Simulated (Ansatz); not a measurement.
## ZrSe2: the relaxed cell by functional

The starting cell is an entry of the Crystallography Open Database (1924):

```yaml
crystal:
  lattice:
    - [3.79800, 0.00000, 0.00000]
    - [-1.89900, 3.28916, 0.00000]
    - [0.00000, 0.00000, 6.19200]
  atoms:
    - { symbol: Zr, position: [0.00000, 0.00000, 0.00000] }
    - { symbol: Se, position: [0.33333, 0.66667, 0.25000] }
    - { symbol: Se, position: [0.66667, 0.33333, 0.75000] }
```

Atoms and cell were relaxed at zero pressure with plane-wave PAW DFT (Ansatz 0.2.0; one set of PAW datasets, made under PBE, for all functionals; 420 eV, r2SCAN 500 eV; 12×12×4 Γ-centred mesh, fermi-dirac occupations of width 0.020 eV; no spin polarisation, no spin-orbit coupling, no dispersion correction), keeping the symmetry (P-3m1, No. 164).

Q: How do the functionals compare with each other and with the entry?

A: The relaxed conventional cells:

```json
{"functional": "LDA", "a (Å)": "3.694", "c (Å)": "5.943", "volume (Å³/atom)": "23.42", "formation energy (eV/atom)": "-1.352"}
{"functional": "PBEsol", "a (Å)": "3.729", "c (Å)": "6.140", "volume (Å³/atom)": "24.65", "formation energy (eV/atom)": "-1.345"}
{"functional": "PBE", "a (Å)": "3.799", "c (Å)": "6.830", "volume (Å³/atom)": "28.45", "formation energy (eV/atom)": "-1.360"}
{"functional": "r2SCAN", "a (Å)": "3.809", "c (Å)": "6.401", "volume (Å³/atom)": "26.81", "formation energy (eV/atom)": "-1.580"}
{"functional": "the entry", "a (Å)": "3.798", "c (Å)": "6.192", "volume (Å³/atom)": "25.78", "formation energy (eV/atom)": "–"}
```

LDA gives the smallest volume and PBE the largest, 21.5 % more, the usual order, since LDA overbinds and PBE's gradient terms loosen the lattice. Against the entry's volume: LDA -9.2 %, PBEsol -4.4 %, PBE +10.3 %, r2SCAN +4.0 %. No verdict is drawn from this: the entry is old or was flagged in a check, so the entry may be off as well as the functionals. The axis c stretches most from LDA to PBE (14.9 %), the mark of a weakly bound direction, where the missing dispersion matters. The formation energies span 0.24 eV an atom, lowest under r2SCAN.

Caveats: each relaxation keeps the start's symmetry, so a distorted cell may lie lower; computed cells are at 0 K with fixed nuclei, while the entry holds thermal expansion, often some tenths of a per cent in volume and more in soft crystals; without dispersion the spacing of weakly bound layers is ill defined; an old entry, and the compound itself may be in doubt; formation energies are at zero smearing against the elements' usual phases under the same functional, gases as free molecules, uncorrected.
